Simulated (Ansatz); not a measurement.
# HfSi2: the cost of one run

Program: Ansatz 0.2.0. Level of theory: DFT PBE, scalar-relativistic, plane waves, PAW. These are calculated values, not measurements.

## 1. Starting point

It takes space group Cmcm (No. 63, orthorhombic). Conventional cell: a = 3.647 Å, b = 14.592 Å, c = 3.649 Å, α = 90.00°, β = 90.00°, γ = 90.00°. Hf (site symmetry m2m) has 10 Si at 2.69 to 2.95 Å as nearest neighbours. Around Si (site symmetry m2m) lie 4 Si at 2.58 Å and 4 Hf at 2.78 to 2.79 Å. Around Si (site symmetry m2m) lie 2 Si at 2.39 Å and 6 Hf at 2.69 to 2.95 Å.

Coordinates:

```
CELL_PARAMETERS angstrom
1.82339 -7.29594 0.00000
1.82339 7.29594 0.00000
0.00000 0.00000 3.64861
ATOMIC_POSITIONS crystal
Hf 0.89426 0.10574 0.25000
Hf 0.10574 0.89426 0.75000
Si 0.25021 0.74979 0.25000
Si 0.74979 0.25021 0.75000
Si 0.44717 0.55283 0.75000
Si 0.55283 0.44717 0.25000
```

The structure comes from the Materials Project (structure only).

(A quick probe on a coarse mesh, which set the mesh and smearing, is not shown.)

## 3. Relaxing cell and atoms

Contents of input.yaml:

```yaml
crystal:
  lattice:
    - [1.82338784, -7.29594448, 0.0]
    - [1.82338784, 7.29594448, 0.0]
    - [0.0, 0.0, 3.64860584]
  atoms:
    - { symbol: Hf, position: [0.89426345, 0.10573655, 0.25] }
    - { symbol: Hf, position: [0.10573655, 0.89426345, 0.75] }
    - { symbol: Si, position: [0.25020797, 0.74979203, 0.25] }
    - { symbol: Si, position: [0.74979203, 0.25020797, 0.75] }
    - { symbol: Si, position: [0.4471721, 0.5528279, 0.75] }
    - { symbol: Si, position: [0.5528279, 0.4471721, 0.25] }
basis:
  ecutwfc: 420
kpoints:
  mp_grid: { grid: [10, 10, 10] }
hamiltonian:
  xc: pbe
scf:
  occupations: { method: gaussian, width: 0.1 }
output:
  forces: true
  stress: true
  eigenvalues: true
  write_density: true
  write_potential: true
  elf: true
  volumetric_format: npy
relax:
  adjacent_minimum: "off"
  f_tol: 0.005
  max_steps: 80
  cell: { stress_tol: 0.05 }
```

The run is started by

```sh
$ ansatz run input.yaml --threads 4 --pin off --max-ram 8192MiB --backend cpu --events-out ev --progress --plain --runs-dir out
```

Q: Estimate wall time and peak memory on 4 threads of Arm Neoverse N1, shared host.

About 2.1 min, with a peak of 0.84 GiB.
